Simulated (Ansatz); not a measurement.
ZnS (wurtzite), relaxed with r2SCAN in the PAW code Ansatz. Space group P6_3mc (No. 186), hexagonal; conventional cell a = 3.805 Å, c = 6.244 Å, 19.58 Å³ an atom. Zn is surrounded by 4 S at 2.33–2.34 Å; S is surrounded by 4 Zn at 2.33–2.34 Å.

The axes x, y and z are those of this cell:
```
CELL_PARAMETERS angstrom
3.80545 0.00000 0.00000
-1.90273 3.29562 0.00000
0.00000 0.00000 6.24399
ATOMIC_POSITIONS crystal
Zn 0.33333 0.66667 0.00034
Zn 0.66667 0.33333 0.50034
S 0.33333 0.66667 0.37466
S 0.66667 0.33333 0.87466
```

Unstrained: The PBE gap is direct at Γ: 2.213 eV. r2SCAN gives a direct gap of 2.781 eV at Γ. HSE06 gives a direct gap of 3.444 eV at Γ. Meshes: PBE 12×12×4, r2SCAN 12×12×4, HSE06 6×6×4. Strains are changes of length per length. After each strain the atoms were relaxed again with r2SCAN within the symmetry that the strain leaves, so tilts or polar shifts that break it weren't tested; points keep the names that they have in the unstrained zone. Spin-unpolarised throughout; all numbers are computed.

Task: Apply uniaxial +2.24 % along x, other directions held. How far does the gap move, against the unstrained cell?

Result: PBE: the gap goes from 2.213 to 2.096 eV (-0.117 eV); with r2SCAN the top three valence levels at Γ, grouped 2+1 from the top over 85 meV, become 1+1+1 over 88 meV. r2SCAN: the gap goes from 2.781 to 2.658 eV (-0.123 eV). The r2SCAN energy rises by 3.7 meV an atom.

Task: For epitaxial -0.98 % in the xy plane, how far does the free direction move, and what happens to the gap?

Result: The normal strain at zero normal stress is +0.59 %, 0.60 of the in-plane strain with the sign turned. PBE: the gap goes from 2.213 to 2.222 eV (+0.009 eV); with r2SCAN the top three valence levels at Γ, grouped 2+1 from the top over 85 meV, become 2+1 over 175 meV. r2SCAN: the gap goes from 2.781 to 2.789 eV (+0.008 eV). HSE06: the gap goes from 3.444 to 3.453 eV (+0.009 eV).

The meshes of the hybrids are coarse, so their gaps aren't converged to the digits shown.

The splittings at Γ are without spin-orbit coupling, which regroups them where it is of like size or larger.
